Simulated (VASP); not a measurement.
```
ZnTe
1.0
    0.00000     3.04584     3.04584
    3.04584     0.00000     3.04584
    3.04584     3.04584     0.00000
Zn Te
1 1
Direct
  0.00000   0.00000   0.00000
  0.25000   0.25000   0.25000
```

These are AM05 GGA, VASP's PBE PAW potentials (set 64) (plane waves; VASP) values and carry that method's errors. Run with 520 eV cut-off, Gaussian smearing of 0.050 eV, potentials Zn Te.

Unless said otherwise, spin-orbit coupling is left out, though it shifts the bands of the heavy elements here.

Problem. Give the energies of bands 2 to 12 at the high-symmetry points, in eV from the valence-band maximum.

Solution. 
| band | Γ | X | U | L | W |
|---|---|---|---|---|---|
| 2 | -6.95 | -6.88 | -6.87 | -6.89 | -6.86 |
| 3 | -6.95 | -6.79 | -6.82 | -6.89 | -6.82 |
| 4 | -6.95 | -6.79 | -6.76 | -6.71 | -6.74 |
| 5 | -6.71 | -6.69 | -6.71 | -6.71 | -6.73 |
| 6 | -6.71 | -6.50 | -6.45 | -6.56 | -6.42 |
| 7 | 0.00 | -5.03 | -4.92 | -5.19 | -4.89 |
| 8 | 0.00 | -2.19 | -3.09 | -0.91 | -2.85 |
| 9 | 0.00 | -2.19 | -1.82 | -0.91 | -2.62 |
| 10 | 1.25 | 2.27 | 2.66 | 1.78 | 4.53 |
| 11 | 4.38 | 2.40 | 4.75 | 5.05 | 4.88 |
| 12 | 4.38 | 9.79 | 7.73 | 5.05 | 5.78 |

The gap is direct, 1.25 eV, from the valence maximum at Γ to the conduction minimum at Γ.

Measured: gap 2.43 eV (computed value off by -1.18 eV), as given by Anna Miglio et al., npj Computational Materials (2020), arXiv:2011.12765 [zero-point renormalisation of 40 meV (experimental, the table's column) added back].

The compound is ZnTe in the zinc blende structure. It was relaxed first.
